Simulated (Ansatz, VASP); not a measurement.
## TaN in VASP and in Ansatz

```
Ta N
1.0
     0.00000    2.18784    2.18784
     2.18784    0.00000    2.18784
     2.18784    2.18784    0.00000
Ta N
1 1
Cartesian
  2.1878 2.1878 2.1878
  0.0000 0.0000 0.0000
```

Alike in both runs: functional PBEsol; k mesh 16 × 16 × 16; occupations gaussian, width 0.1 eV; no spin polarisation.

Ansatz relaxed the structure, and its values are those at the end. VASP's run is a single point on that final structure, the one shown.

```csv
,VASP,Ansatz
version,VASP 6.6.1,Ansatz 0.2.0
potentials or method,"VASP PAW PBE potentials, release 64 (Ta_pv, N)","scalar-relativistic, plane waves, PAW"
plane-wave cutoff (eV),520,420
valence electrons in the cell,16,18
```

Ansatz gave:

* gap on the k mesh at the Fermi level (eV): none
* pressure (GPa): 0.0

Question: Estimate VASP's values.

Answer: gap on the k mesh at the Fermi level (eV): none; pressure (GPa): 1.0.

A gap of «none» marks a metal or a gap that the smearing closes. The functional is the same, so the differences come from potentials, cutoffs and numerics. The two sets of potentials don't hold the same shells in valence.

Caveats: the PAW data sets were made with another functional, which shifts forces and pressure a little (VASP). Spin-orbit coupling is left out, which matters for the levels of Ta.
